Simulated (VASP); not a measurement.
MgTe, 4 atoms in the cell. The structure is hexagonal, space group P6_3mc (No. 186). The conventional cell has a = 4.562 Å, b = 4.562 Å, c = 7.409 Å, α = 90.00°, β = 90.00°, γ = 120.00°. Mg (site symmetry 3m) has 4 Te at 2.79 Å as nearest neighbours. Te (site symmetry 3m) is surrounded by 4 Mg at 2.79 Å. The cell is a database's computed one.

```yaml
Program: VASP 6.6.1
Task: single point
Functional: PBEsol
Potentials_or_basis: VASP PAW PBE potentials, release 64 (Mg, Te)
Cutoff: 520 eV
k_mesh: 12 × 12 × 6
Occupations: gaussian, width 0.02 eV
Spin: no spin polarisation
Dipole_correction: no
Further_INCAR_settings: ALGO = Fast; EDIFF = 1e-07; NBANDS = 16
```

Potentials or basis: VASP PAW PBE potentials, release 64 (Mg, Te).

Command:

```bash
$ cat potpaw_PBE.64/Mg/POTCAR potpaw_PBE.64/Te/POTCAR > POTCAR
$ mpirun -np 1 vasp_std > vasp.out
```

Hardware: 1 thread of Intel(R) Xeon(R) 6975P-C (Granite Rapids), on a shared host.

How long does it take, and how much memory?

Wall time 77 s on 1 thread of Intel(R) Xeon(R) 6975P-C (Granite Rapids), on a shared host, peak memory 0.35 GiB. Counts: scf iterations 16, k points 76.
